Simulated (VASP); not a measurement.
# GaN (F-43m) in VASP: further runs, part 2 of 2

VASP 6.6.1.

## 3. Relaxation of cell and atoms, PBE

This run uses another cell than the first one, of 11.44 Å³/atom, 0.973 times its volume.

Contents of INCAR:

```
ALGO = Normal
EDIFF = 1E-6
EDIFFG = -0.005
ENCUT = 600
GGA = PE
IBRION = 2
ISIF = 3
ISMEAR = 0
LASPH = T
LCHARG = F
LREAL = F
LWAVE = F
NELM = 60
NSW = 100
PREC = Accurate
SIGMA = 0.02
```

Contents of KPOINTS:

```
k-points
0
Gamma
  10 10 10
```

Contents of POSCAR:

```
GaN
1.0
    0.0000000000      2.2535006075      2.2535006075
    2.2535006075      0.0000000000      2.2535006075
    2.2535006075      2.2535006075      0.0000000000
Ga N
1 1
Direct
    0.0000000000      0.0000000000      0.0000000000
    0.7500000000      0.7500000000      0.7500000000
```

Potentials or basis: VASP PAW PBE potentials, release 64 (Ga_d, N).

Launch:

```console
$ cat potpaw_PBE.64/Ga_d/POTCAR potpaw_PBE.64/N/POTCAR > POTCAR
$ mpirun -np 1 vasp_std > vasp.out
```

OUTCAR:

```text
EDIFF = 1E-6
   EDIFFG = -0.005
   ENCUT = 600
   GGA = PE
   IBRION = 2
   ISIF = 3
   ISMEAR = 0
   LASPH = T
   LREAL = F
   NELM = 60
   NSW = 100
   PREC = Accurate

 ion  position               nearest neighbor table
   1  0.000  0.000  0.000-   2 1.95   2 1.95   2 1.95   2 1.95
   2  0.750  0.750  0.750-   1 1.95   1 1.95   1 1.95   1 1.95

  LATTYP: Found a face centered cubic cell.
 ALAT       =     4.5070012150

  Lattice vectors:

 A1 = (   0.0000000000,   2.2535006075,   2.2535006075)
 A2 = (   2.2535006075,   0.0000000000,   2.2535006075)
 A3 = (   2.2535006075,   2.2535006075,   0.0000000000)

Analysis of symmetry for initial positions (statically):
=====================================================================
 Subroutine PRICEL returns:
 Original cell was already a primitive cell.

 Routine SETGRP: Setting up the symmetry group for a
 face centered cubic supercell.

 Subroutine GETGRP returns: Found 24 space group operations
 (whereof 24 operations were pure point group operations)
 out of a pool of 48 trial point group operations.

The static configuration has the point symmetry T_d .

Analysis of symmetry for dynamics (positions and initial velocities):
=====================================================================
 Subroutine PRICEL returns:
[... 374 lines left out ...]
--------------------------------------- Ionic step        7  -------------------------------------------

 number of electron      18.0000002 magnetization

 Free energy of the ion-electron system (eV)
  ---------------------------------------------------
  ext. energy  EPLUGINS =         0.00000000
  ---------------------------------------------------
  free energy    TOTEN  =       -12.15416459 eV

  energy without entropy =      -12.15416459  energy(sigma->0) =      -12.15416459

 E-fermi :   5.1700     XC(G=0): -11.5239

 val. band max:        4.9929934996   @ k =   0.0000   0.0000   0.0000
 cond. band min:       6.5439020187   @ k =   0.0000   0.0000   0.0000
 fundamental gap:      1.5509085191
 Fermi energy:         5.1700028733

 k-point     1 :       0.0000    0.0000    0.0000
  band No.  band energies     occupation
      1     -10.7152      2.00000
      2      -8.4301      2.00000
      3      -8.4301      2.00000
      4      -8.4301      2.00000
      5      -8.1367      2.00000
      6      -8.1367      2.00000
      7       4.9930      2.00000
      8       4.9930      2.00000
      9       4.9930      2.00000
     10       6.5439      0.00000
     11      15.1265      0.00000
     12      15.1266      0.00000
     13      15.1266      0.00000
[... 354 lines left out ...]
  band No.  band energies     occupation
      1      -9.8357      2.00000
      2      -8.3062      2.00000
      3      -8.2234      2.00000
      4      -8.2232      2.00000
      5      -8.0807      2.00000
      6      -7.1805      2.00000
      7       0.0323      2.00000
      8       2.6032      2.00000
      9       2.9175      2.00000
     10       9.4087      0.00000
     11      11.9426      0.00000
     12      15.6672      0.00000
     13      17.6138      0.00000

 [... further k-points ...]
[... 5 lines left out ...]
  --------------------------------------------------------------------------------------
  -------------------------------------------------------------------------------------
  Total        0.0060054      0.0060054      0.0060054      0.0000000      0.0000000      0.0000000
  in kB        0.4092325      0.4092325      0.4092325      0.0000000      0.0000000      0.0000000
  external PRESSURE =       0.4092325 kB  Pullay stress =       0.0000000 kB
[... 17 lines left out ...]
  FREE ENERGIE OF THE ION-ELECTRON SYSTEM (eV)
  ---------------------------------------------------
  free  energy   TOTEN  =       -12.1541645880 eV

  energy  without entropy=      -12.1541645880  energy(sigma->0) =      -12.15416459

 reached required accuracy - stopping structural energy minimisation
```

CONTCAR:

```text
GaN
   1.00000000000000
    -0.0000000000000000    2.2737897483102452    2.2737897483102452
     2.2737897483102452   -0.0000000000000000    2.2737897483102452
     2.2737897483102452    2.2737897483102452    0.0000000000000000
  Ga              N
     1     1
Direct
     1.0000000000000000    1.0000000000000000    1.0000000000000000
     0.7500000000000000    0.7500000000000000    0.7500000000000000

  0.00000000E+00  0.00000000E+00  0.00000000E+00
  0.00000000E+00  0.00000000E+00  0.00000000E+00
```

Wall time 29 s (1 thread of Intel Xeon 6975P-C (Granite Rapids), shared host); peak memory 0.17 GiB.

Results:

```yaml
Free_energy: -12.1542 eV
Relaxed_volume: 11.76 Å³/atom
Relaxed_cell: a = 3.216 Å, b = 3.216 Å, c = 3.216 Å, α = 60.00°, β = 60.00°, γ = 60.00°
Space_group_after_relaxing_to_0.05_Å: F-43m (No. 216)
Energy_gained_by_relaxing: 4.7 meV/atom
Ionic_steps: 7
Pressure_after_relaxing: 0.0 GPa
Band_gap_on_the_k_mesh: 1.55 eV, direct
```

The path:
| step | energy change (eV) | largest force (eV/Å) | pressure (GPa) | volume (Å³) |
| --- | --- | --- | --- | --- |
| 1 | 0.0000 | 0.0000 | 4.92 | 22.89 |
| 2 | -0.0029 | 0.0000 | -3.73 | 24.07 |
| 3 | -0.0095 | 0.0000 | -0.08 | 23.52 |
| 4 | -0.0095 | 0.0000 | 0.14 | 23.51 |
| 5 | -0.0095 | 0.0000 | 0.10 | 23.51 |
| 6 | -0.0095 | 0.0000 | 0.11 | 23.51 |
| 7 | -0.0095 | 0.0000 | 0.04 | 23.51 |

Final structure:
```xyz
2
Lattice="0.0000 2.2738 2.2738 2.2738 0.0000 2.2738 2.2738 2.2738 0.0000" Properties=species:S:1:pos:R:3 pbc="T T T"
Ga    4.5476    4.5476    4.5476
N     3.4107    3.4107    3.4107
```

Levels at points of the mesh, in eV from the valence-band top:
| k point | band 7 | band 8 | band 9 | band 10 | band 11 | band 12 |
| --- | --- | --- | --- | --- | --- | --- |
| (0.00, 0.00, 0.00) | 0.00 | 0.00 | 0.00 | 1.55 | 10.13 | 10.13 |
| (0.50, 0.00, 0.00) | -6.86 | -0.93 | -0.93 | 4.46 | 8.59 | 10.23 |
| (0.50, 0.50, 0.00) | -6.01 | -2.61 | -2.61 | 3.34 | 6.50 | 11.52 |

As with any semilocal functional, this PBE gap is likely too small.

## 4. Comparison with measurements

Step 2. Measured gap of GaN: 3.299 eV (direct; 0 K; a printed reference work, textbook). This calculation gives 1.55 eV (-1.75 eV). So large a miss can be the level of theory's own, or it may mean another phase, state or a wrong row. Spin-orbit coupling on Ga is left out. The value is that of PBE, without temperature or zero-point motion. Semilocal functionals fall short of measured gaps as a rule. The cell is a database's relaxed one, not the measured one, which moves gaps too.
